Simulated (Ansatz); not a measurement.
Runs of Ansatz 0.2.0 on ZrC. The structure is cubic, space group Fm-3m (No. 225). Conventional cell: a = 4.730 Å, b = 4.730 Å, c = 4.730 Å, α = 90.00°, β = 90.00°, γ = 90.00°. Zr (site symmetry m-3m) has 6 C at 2.37 Å as nearest neighbours. C (site symmetry m-3m) is surrounded by 6 Zr at 2.37 Å. 

| task | level | potentials or basis | spin | U | cell | k mesh | cutoff (eV) | smearing | hubbard projectors | double counting | points for each segment of the path | other keys | mesh quality | gap on the mesh (eV) | pressure (GPa) | moment (μB) |
| --- | --- | --- | --- | --- | --- | --- | --- | --- | --- | --- | --- | --- | --- | --- | --- | --- |
| single point | rPW86-PBE+rVV10 | PseudoDojo standard (PBE files) | SOC, no magnetisation | - | as given | 10 × 10 × 10 | 1116 | fermi-dirac 0.15 eV | - | - | - | scf.mixing.algorithm = msr1; scf.mixing.beta = 0.9 | not flagged | none | - | - |
| relaxation of cell and atoms | BLYP | Ansatz PAW earlier set | collinear, ferromagnetic start | - | relaxed | 10 × 10 × 10 | 820 | gaussian 0.02 eV | - | - | - | - | not flagged | - | 0.0 | 0.00 |
| projected density of states | LDA | Ansatz PAW | SOC, no magnetisation | - | as given | 5 × 5 × 5 | 420 | methfessel-paxton 0.1 eV | - | - | - | scf.mixing.algorithm = broyden; scf.mixing.beta = 0.05; … | coarse | none | -12.7 | - |
| single point | r2SCAN+U | Ansatz NC | off | Zr d U = 2 eV | as given | 10 × 10 × 10 | 1200 | tetrahedron | all-electron-atomic | amf | - | - | not flagged | none | -2.4 | - |
| band structure | r2SCAN | PseudoDojo standard (PBEsol files) | collinear, program default start | - | as given | 10 × 10 × 10 | 1116 | fermi-dirac 0.15 eV | - | - | 14 | - | not flagged | none | (a) | 0.00 |
| projected density of states | HF+D3(BJ)-ATM | Ansatz PAW earlier set | off | - | as given | 6 × 6 × 6 | 820 | methfessel-paxton 0.1 eV | - | - | - | - | not flagged | (b) | -9.2 | - |
| electric field gradients | PBEsol+D3(BJ)-ATM+U | Ansatz PAW | off | Zr d U = 8.0 eV | as given | 10 × 10 × 10 | 500 | fermi-dirac 0.1 eV | all-electron-ortho-atomic | fll (the default) | - | basis.ecutwfc = 500 eV; scf.mixing.algorithm = msr1; … | not flagged | none | 1.4 | - |

Question: Estimate the missing entries.

Answer: (a) -3.3; (b) 2.06.

Caveats: some runs use coarse meshes; the PAW data sets come from PBE, with cores solved anew for the run's functional, which leaves a small shift of forces and pressure (some runs); the potentials were made for another functional, which shifts forces and pressure (some runs); pairwise dispersion overbinds metals, which lowers pressure and volume (some runs); U without spin polarisation on a metal has little footing (some runs); the U is typed as a test and isn't derived for this compound (some runs); the rVV10 pressure on norm-conserving files is uncertain (some runs); the plane-wave basis is chosen anew once the cell has moved, so the energies of steps on either side of that aren't comparable (some runs).

A k mesh can miss the band edges, and rows without SOC leave out spin-orbit coupling on Zr.

A gap of «none» marks a metal or a gap under the smearing width.
